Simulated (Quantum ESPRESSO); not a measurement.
# Rh (P6_3/mmc) in Quantum ESPRESSO: settings compared, part 2 of 2

Quantum ESPRESSO 7.5. The steps go on from the part before.

### Step 3. Relaxation of cell and atoms, PBEsol

The input, run.py:

```python
import numpy as np
from ase.calculators.espresso import Espresso, EspressoProfile
from ase.io import read

atoms = read('Rh.cif')

input_data = {
    'control': {'calculation': 'scf', 'prefix': 'pwscf', 'outdir': './tmp', 'tprnfor': True, 'tstress': True, 'disk_io': 'low'},
    'system': {'ecutwfc': 45.0, 'ecutrho': 360.0, 'nbnd': 22, 'occupations': 'smearing', 'smearing': 'fd', 'degauss': 0.00367493},
    'electrons': {'conv_thr': 4e-10, 'electron_maxstep': 120, 'mixing_beta': 0.5},
}
pseudopotentials = {'Rh': 'rh_pbesol_v1.4.uspp.F.UPF'}
profile = EspressoProfile(command='mpirun -n 2 pw.x -nk 2', pseudo_dir='pseudo')
dft = Espresso(profile=profile, input_data=input_data, pseudopotentials=pseudopotentials, kpts=(11, 11, 6), koffset=(0, 0, 0))
atoms.calc = dft

from ase.optimize import LBFGS
from ase.filters import FrechetCellFilter
done = LBFGS(FrechetCellFilter(atoms), trajectory='opt.traj').run(fmax=0.02, steps=30)
print('converged', done)
print('cell (A)', np.round(atoms.cell.cellpar(), 5))
print(f'energy {atoms.get_potential_energy():.8f} eV')
print('forces (eV/A)')
print(np.round(atoms.get_forces(), 6))
print('stress (eV/A^3, Voigt)')
print(np.round(atoms.get_stress(), 8))
print(f'Fermi level {dft.get_fermi_level():.4f} eV')
```

The input, Rh.cif:

```cif
data_Rh
_cell_length_a 2.73097904
_cell_length_b 2.73097904
_cell_length_c 4.42848900
_cell_angle_alpha 90.00000000
_cell_angle_beta 90.00000000
_cell_angle_gamma 120.00000000
_space_group_name_H-M_alt 'P1'
_space_group_name_Hall 'P 1'
_space_group_IT_number 1
loop_
_space_group_symop_operation_xyz
'x,y,z'
loop_
_atom_site_label
_atom_site_type_symbol
_atom_site_symmetry_multiplicity
_atom_site_Wyckoff_symbol
_atom_site_fract_x
_atom_site_fract_y
_atom_site_fract_z
_atom_site_occupancy
Rh1 Rh 1 a 0.3333333333 0.6666666667 0.2500000000 1
Rh2 Rh 1 a 0.6666666667 0.3333333333 0.7500000000 1
```

Potentials or basis: GBRV 1.5 PBEsol.

On the command line:

```bash
OMP_NUM_THREADS=1 python run.py
```

Output:

```text
Step          Energy          fmax
LBFGS:    0    -4657.377685        1.256751
LBFGS:    1    -4657.423021        0.680389
LBFGS:    2    -4657.439117        0.069400
LBFGS:    3    -4657.439275        0.023171
LBFGS:    4    -4657.439285        0.018579
converged True
cell (A) [  2.68727   2.68727   4.34606  90.       90.      120.     ]
energy -4657.43928457 eV
forces (eV/A)
[[ 0. -0.  0.]
 [-0. -0.  0.]]
stress (eV/A^3, Voigt)
[-0.00054447 -0.00054447  0.00136714 -0.         -0.         -0.        ]
Fermi level 21.6628 eV
```

espresso.pwi:

```text
&CONTROL
   calculation      = 'scf'
   tstress          = .true.
   tprnfor          = .true.
   outdir           = './tmp'
   prefix           = 'pwscf'
   disk_io          = 'low'
   pseudo_dir       = 'pseudo'
/
&SYSTEM
   nbnd             = 22
   ecutwfc          = 45.0
   ecutrho          = 360.0
   occupations      = 'smearing'
   degauss          = 0.00367493
   smearing         = 'fd'
   ntyp             = 1
   nat              = 2
   ibrav            = 0
/
&ELECTRONS
   electron_maxstep = 120
   conv_thr         = 4e-10
   mixing_beta      = 0.5
/
&IONS
/
&CELL
/
&FCP
/
&RISM
/
ATOMIC_SPECIES
Rh 102.9055 rh_pbesol_v1.4.uspp.F.UPF

K_POINTS automatic
11 11 6  0 0 0

CELL_PARAMETERS angstrom
2.68727406603495 0.00000000000000 0.00000000000000
-1.34363703301748 2.32724760811737 0.00000000000000
0.00000000000000 0.00000000000000 4.34606379253250

ATOMIC_POSITIONS angstrom
Rh -0.0000000001 1.5514984055 1.0865159481  
Rh 1.3436370332 0.7757492026 3.2595478444
```

espresso.pwo:

```text
This program is part of the open-source Quantum ESPRESSO suite
     for quantum simulation of materials; please cite
         "P. Giannozzi et al., J. Phys.:Condens. Matter 21 395502 (2009);
         "P. Giannozzi et al., J. Phys.:Condens. Matter 29 465901 (2017);
         "P. Giannozzi et al., J. Chem. Phys. 152 154105 (2020);
     in publications or presentations arising from this work. More details at

Warning: card &CELL ignored
Warning: card &FCP ignored
Warning: card &RISM ignored

     Message from routine setup:
     using ibrav=0 with symmetry is DISCOURAGED, use correct ibrav instead

     K-points division:     npool     =       2
     Subspace diagonalization in iterative solution of the eigenvalue problem:
     a serial algorithm will be used

     G-vector sticks info
     --------------------
     sticks:   dense  smooth     PW     G-vecs:    dense   smooth      PW
     Sum         649     313    109                21217     7487    1363

     Using Slab Decomposition

     bravais-lattice index     =            0
     lattice parameter (alat)  =       5.0782  a.u.
     unit-cell volume          =     183.4202 (a.u.)^3
     number of atoms/cell      =            2
     number of atomic types    =            1
     number of electrons       =        30.00
     number of Kohn-Sham states=           22
     kinetic-energy cutoff     =      45.0000  Ry
     charge density cutoff     =     360.0000  Ry
     scf convergence threshold =      4.0E-10
     mixing beta               =       0.5000
     number of iterations used =            8  plain     mixing
     Exchange-correlation= SLA  PW   PSX  PSC
                           (   1   4  10   8   0   0   0)

     celldm(1)=   5.078212  celldm(2)=   0.000000  celldm(3)=   0.000000
[... 114 lines left out ...]
     Starting wfcs are   24 randomized atomic wfcs

     Self-consistent Calculation

     iteration #  1     ecut=    45.00 Ry     beta= 0.50
     Davidson diagonalization with overlap
     ethr =  1.00E-02,  avg # of iterations =  4.5

     negative rho (up, down):  1.133E-01 0.000E+00
[... 58 lines left out ...]
     iteration #  8     ecut=    45.00 Ry     beta= 0.50
     Davidson diagonalization with overlap
     ethr =  3.37E-12,  avg # of iterations =  3.3

     negative rho (up, down):  1.134E-01 0.000E+00

     End of self-consistent calculation

          k = 0.0000 0.0000 0.0000 (   941 PWs)   bands (ev):

   -25.5550 -24.8706 -24.8706 -24.7685 -24.7586 -24.7586  13.4041  15.2969
    18.4825  18.5511  18.5511  19.0912  19.0912  19.7105  19.7105  21.8122
    21.8122  22.2859  30.3525  37.9406  40.3495  40.9514
[... 375 lines left out ...]
   -25.3947 -25.3947 -25.1881 -25.1881 -24.9077 -24.9077  16.5199  16.5199
    17.3446  17.3446  18.4337  18.4337  19.8554  19.8554  21.9209  21.9209
    28.5156  28.5156  31.4253  31.4253  32.8354  32.8354

     the Fermi energy is    21.6628 ev

!    total energy              =    -342.31550351 Ry
     estimated scf accuracy    <          1.6E-11 Ry
     smearing contrib. (-TS)   =      -0.00205473 Ry
     internal energy E=F+TS    =    -342.31344878 Ry

     The total energy is F=E-TS. E is the sum of the following terms:
     one-electron contribution =     -43.80834654 Ry
     hartree contribution      =      49.27161806 Ry
     xc contribution           =     -59.58049628 Ry
     ewald contribution        =    -288.19622401 Ry

     convergence has been achieved in   8 iterations

     negative rho (up, down):  1.134E-01 0.000E+00

     Forces acting on atoms (cartesian axes, Ry/au):

     atom    1 type  1   force =     0.00000000   -0.00000000    0.00000000
     atom    2 type  1   force =    -0.00000000   -0.00000000    0.00000000

     Total force =     0.000000     Total SCF correction =     0.000000

     Computing stress (Cartesian axis) and pressure

     negative rho (up, down):  1.134E-01 0.000E+00
          total   stress  (Ry/bohr**3)                   (kbar)     P=       -0.15
   0.00000593   0.00000000   0.00000000            0.87        0.00        0.00
   0.00000000   0.00000593   0.00000000            0.00        0.87        0.00
  -0.00000000   0.00000000  -0.00001489           -0.00        0.00       -2.19

=------------------------------------------------------------------------------=
   JOB DONE.
=------------------------------------------------------------------------------=
```

Wall time 47 s (2 MPI ranks of Arm Neoverse V2, shared host); peak memory 0.22 GiB.

What came out:

```
Free energy                            : -4657.4397 eV
Relaxed volume                         : 13.59 Å³/atom
Relaxed cell                           : a = 2.687 Å, b = 2.687 Å, c = 4.346 Å, α = 90.00°, β = 90.00°, γ = 120.00°
Space group after relaxing (to 0.05 Å) : P6_3/mmc (No. 194)
Energy gained by relaxing              : 30.8 meV/atom
Ionic steps                            : 5
Pressure after relaxing                : 0.0 GPa
Band gap on the k mesh                 : none (metal or under the smearing width)
```

Stress tensor (GPa, compression positive):
```
 0.09  0.00  0.00
 0.00  0.09  0.00
 0.00  0.00 -0.22
```

Step by step:
```
step  energy change (eV)  largest force (eV/Å)  pressure (GPa)  volume (Å³)
   1              0.0000                0.0000          -13.16        28.60
   2             -0.0453                0.0000           -7.13        27.89
   3             -0.0614                0.0000            0.68        27.12
   4             -0.0616                0.0000           -0.02        27.18
   5             -0.0616                0.0000           -0.01        27.18
```

Final structure:
```
Rh
1.0
     2.68727    0.00000    0.00000
    -1.34364    2.32725    0.00000
     0.00000    0.00000    4.34606
Rh
2
Direct
  0.33333 0.66667 0.25000
  0.66667 0.33333 0.75000
```

### Step 4. Relaxation of cell and atoms, PBEsol+D3

Edit run.py of step 3 so:

```diff
@@ -8,3 +8,3 @@
     'control': {'calculation': 'scf', 'prefix': 'pwscf', 'outdir': './tmp', 'tprnfor': True, 'tstress': True, 'disk_io': 'low'},
-    'system': {'ecutwfc': 45.0, 'ecutrho': 360.0, 'nbnd': 22, 'occupations': 'smearing', 'smearing': 'fd', 'degauss': 0.00367493},
+    'system': {'ecutwfc': 45.0, 'ecutrho': 360.0, 'nbnd': 22, 'occupations': 'smearing', 'smearing': 'fd', 'degauss': 0.00367493, 'vdw_corr': 'grimme-d3', 'dftd3_version': 3},
     'electrons': {'conv_thr': 4e-10, 'electron_maxstep': 120, 'mixing_beta': 0.5},
@@ -16,5 +16,5 @@
 
-from ase.optimize import LBFGS
+from ase.optimize import BFGS
 from ase.filters import FrechetCellFilter
-done = LBFGS(FrechetCellFilter(atoms), trajectory='opt.traj').run(fmax=0.02, steps=30)
+done = BFGS(FrechetCellFilter(atoms), trajectory='opt.traj').run(fmax=0.02, steps=30)
 print('converged', done)
```

Rh.cif is that of step 3.

On the command line:

```bash
OMP_NUM_THREADS=1 python run.py
```

Run time: 41 s. Hardware: 2 MPI ranks of Arm Neoverse V2, shared host; peak memory 0.24 GiB.

Results (log left out):

```yaml
Free_energy: -4658.2146 eV
Relaxed_volume: 13.38 Å³/atom
Relaxed_cell: a = 2.673 Å, b = 2.673 Å, c = 4.325 Å, α = 90.00°, β = 90.00°, γ = 120.00°
Space_group_after_relaxing_to_0.05_Å: P6_3/mmc (No. 194)
Energy_gained_by_relaxing: 53.9 meV/atom
Ionic_steps: 4
Pressure_after_relaxing: -0.1 GPa
Band_gap_on_the_k_mesh: none (metal or under the smearing width)
```

Stress tensor (GPa, compression positive):
```
 0.02  0.00  0.00
 0.00  0.02  0.00
 0.00  0.00 -0.22
```

The path:
```csv
step,energy change (eV),largest force (eV/Å),pressure (GPa),volume (Å³)
1,0.0000,0.0000,-17.41,28.60
2,-0.0796,0.0000,-9.57,27.67
3,-0.1074,0.0000,1.24,26.64
4,-0.1078,0.0000,-0.06,26.75
```

Final structure:
```
Rh
1.0
     2.67259    0.00000    0.00000
    -1.33630    2.31453    0.00000
     0.00000    0.00000    4.32455
Rh
2
Direct
  0.33333 0.66667 0.25000
  0.66667 0.33333 0.75000
```

Levels at points of the mesh, in eV from the Fermi level:
| k point | band 12 | band 13 | band 14 | band 15 | band 16 | band 17 | band 18 | band 19 |
| --- | --- | --- | --- | --- | --- | --- | --- | --- |
| (0.00, 0.00, 0.00) | -2.64 | -2.64 | -2.00 | -2.00 | 0.15 | 0.15 | 0.60 | 8.84 |
| (0.00, 0.00, -0.50) | -3.30 | -3.30 | -3.30 | -0.45 | -0.45 | -0.45 | -0.45 | 15.19 |

Caveat: pairwise dispersion overbinds metals, which lowers pressure and volume.

### Step 5. Relaxation of cell and atoms, PBEsol+D3(BJ)

Edit run.py of step 4 so:

```diff
@@ -8,3 +8,3 @@
     'control': {'calculation': 'scf', 'prefix': 'pwscf', 'outdir': './tmp', 'tprnfor': True, 'tstress': True, 'disk_io': 'low'},
-    'system': {'ecutwfc': 45.0, 'ecutrho': 360.0, 'nbnd': 22, 'occupations': 'smearing', 'smearing': 'fd', 'degauss': 0.00367493, 'vdw_corr': 'grimme-d3', 'dftd3_version': 3},
+    'system': {'ecutwfc': 45.0, 'ecutrho': 360.0, 'nbnd': 22, 'occupations': 'smearing', 'smearing': 'fd', 'degauss': 0.00367493, 'vdw_corr': 'grimme-d3', 'dftd3_version': 4},
     'electrons': {'conv_thr': 4e-10, 'electron_maxstep': 120, 'mixing_beta': 0.5},
@@ -16,5 +16,5 @@
 
-from ase.optimize import BFGS
+from ase.optimize import FIRE
 from ase.filters import FrechetCellFilter
-done = BFGS(FrechetCellFilter(atoms), trajectory='opt.traj').run(fmax=0.02, steps=30)
+done = FIRE(FrechetCellFilter(atoms), trajectory='opt.traj').run(fmax=0.02, steps=30)
 print('converged', done)
```

Rh.cif is that of step 4.

On the command line:

```bash
OMP_NUM_THREADS=1 python run.py
```

It took 3.1 min on 2 MPI ranks of Arm Neoverse V2, shared host; peak memory 0.24 GiB.

The run converged. Its results:

| Property | Result |
| --- | --- |
| Free energy | -4658.5179 eV |
| Relaxed volume | 13.35 Å³/atom |
| Relaxed cell | a = 2.672 Å, b = 2.672 Å, c = 4.319 Å, α = 90.00°, β = 90.00°, γ = 120.00° |
| Space group after relaxing (to 0.05 Å) | P6_3/mmc (No. 194) |
| Energy gained by relaxing | 58.0 meV/atom |
| Ionic steps | 18 |
| Pressure after relaxing | -0.1 GPa |
| Band gap on the k mesh | none (metal or under the smearing width) |

The path:
| step | energy change (eV) | largest force (eV/Å) | pressure (GPa) | volume (Å³) |
| --- | --- | --- | --- | --- |
| 1 | 0.0000 | 0.0000 | -18.14 | 28.60 |
| 2 | -0.0659 | 0.0000 | -12.55 | 27.92 |
| 3 | -0.1156 | 0.0000 | -1.34 | 26.80 |
| 4 | -0.0766 | 0.0000 | 13.09 | 25.69 |
| 5 | -0.0845 | 0.0000 | 11.62 | 25.80 |
| 6 | -0.0969 | 0.0000 | 8.91 | 25.99 |
| 7 | -0.1087 | 0.0000 | 5.37 | 26.25 |
| 8 | -0.1154 | 0.0000 | 1.47 | 26.57 |
| 9 | -0.1146 | 0.0000 | -2.33 | 26.89 |
| 10 | -0.1147 | 0.0000 | -2.28 | 26.89 |
| 11 | -0.1148 | 0.0000 | -2.17 | 26.88 |
| 12 | -0.1150 | 0.0000 | -2.01 | 26.86 |
| 13 | -0.1152 | 0.0000 | -1.80 | 26.85 |
| 14 | -0.1155 | 0.0000 | -1.55 | 26.82 |
| 15 | -0.1157 | 0.0000 | -1.25 | 26.80 |
| 16 | -0.1159 | 0.0000 | -0.93 | 26.77 |
| 17 | -0.1160 | 0.0000 | -0.54 | 26.74 |
| 18 | -0.1160 | 0.0000 | -0.10 | 26.70 |

Final structure:
```xyz
2
Lattice="2.6716 0.0000 0.0000 -1.3358 2.3137 0.0000 0.0000 0.0000 4.3193" Properties=species:S:1:pos:R:3 pbc="T T T"
Rh    0.0000    1.5424    1.0798
Rh    1.3358    0.7712    3.2395
```

Levels at points of the mesh, in eV from the Fermi level:
```tsv
k point	band 11	band 12	band 13	band 14	band 15	band 16	band 17	band 18	band 19	band 20
(0.00, 0.00, 0.00)	-3.20	-2.65	-2.65	-2.01	-2.01	0.15	0.15	0.61	8.88	16.29
(0.00, 0.00, -0.50)	-3.32	-3.32	-3.32	-3.32	-0.45	-0.45	-0.45	-0.45	15.21	15.21
```

Caveat: pairwise dispersion overbinds metals, which lowers pressure and volume.

### Step 6. Overview

```tsv
level	potentials or basis	cell	cutoff (eV)	most ionic steps	forc conv thr	etot conv thr	ion dynamics	cell dynamics	gap on the mesh (eV)	pressure (GPa)	relaxed volume (Å³/atom)
PBEsol	PseudoDojo 0.4.1 SR PBEsol standard	relaxed to 0.3 kbar	1197	40	0.0004 Ry/bohr	1e-05 Ry	bfgs	bfgs	none	-0.1	-
PBEsol	GBRV 1.5 PBEsol	relaxed	612	-	-	-	-	-	none	0.0	13.59
PBEsol+D3	GBRV 1.5 PBEsol	relaxed	612	-	-	-	-	-	none	-0.1	13.38
PBEsol+D3(BJ)	GBRV 1.5 PBEsol	relaxed	612	-	-	-	-	-	none	-0.1	13.35
```

Alike in all rows: task relaxation of cell and atoms; no spin polarisation; k mesh 11 × 11 × 6; smearing fermi-dirac 0.05 eV.

Caveats: pairwise dispersion overbinds metals, which lowers pressure and volume (some runs).

Total energies depend on the potentials used, so only differences within one code and one set of settings carry meaning.
